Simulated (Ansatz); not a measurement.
## Is this AlP7 stable against decomposition?

The calculation used DFT PBE, scalar-relativistic, plane waves, PAW in Ansatz 0.2.0. Settings: cutoff 420 eV, Γ-centred meshes spaced at most about 0.3 Å⁻¹, and about 0.25 Å⁻¹ or finer for metals (2π included), Gaussian smearing. No spin polarisation.

The zero of energy is the elements' standard structures at the same level; no fitted shifts are applied. The references include black phosphorus.

These are static total energies at zero pressure. The reference form of P is held partly by dispersion forces, which this level lacks.

The competitors are the elements and 1 reference phase of this chemical system (from databases or known types: AlP), relaxed at the same level; other known phases may be missing.

The candidate was reached from: Si7Ge type (P-43m).

```cif
data_structure
_symmetry_space_group_name_H-M 'P-43m'
_symmetry_Int_Tables_number 215
_cell_length_a 5.4223
_cell_length_b 5.4223
_cell_length_c 5.4223
_cell_angle_alpha 90.000
_cell_angle_beta 90.000
_cell_angle_gamma 90.000
_cell_volume 159.43
loop_
_atom_site_label
_atom_site_type_symbol
_atom_site_symmetry_multiplicity
_atom_site_Wyckoff_symbol
_atom_site_fract_x
_atom_site_fract_y
_atom_site_fract_z
_atom_site_occupancy
Al1 Al 1 a 0.00000 0.00000 0.00000 1
P1 P 4 e 0.26284 0.26284 0.26284 1
P2 P 3 c 0.00000 0.50000 0.50000 1
```

The lowest competing mixture at this composition:

| phase | space group | source | share of atoms | ΔE_f (eV/atom) |
| --- | --- | --- | --- | --- |
| P | - | element | 0.7500 | -0.0005 |
| AlP | F-43m (No. 216) | Materials Project | 0.2500 | -0.633 |

The lowest database cell of P (-0.0005) lies slightly below the reference, hence the non-zero entry.

Task: What are the hull's energy here, the candidate's formation energy and its margin?

Result: The hull lies at -0.159 eV/atom, the weighted sum of the last column. The candidate has 0.252 eV/atom, which is 0.41 eV/atom above it. The candidate matches no cell in the subsets of the Crystallography Open Database and the Materials Project at hand. The margin is far too high for a likely synthesis. It holds P–P bonds in all directions (shortest 2.31 Å).
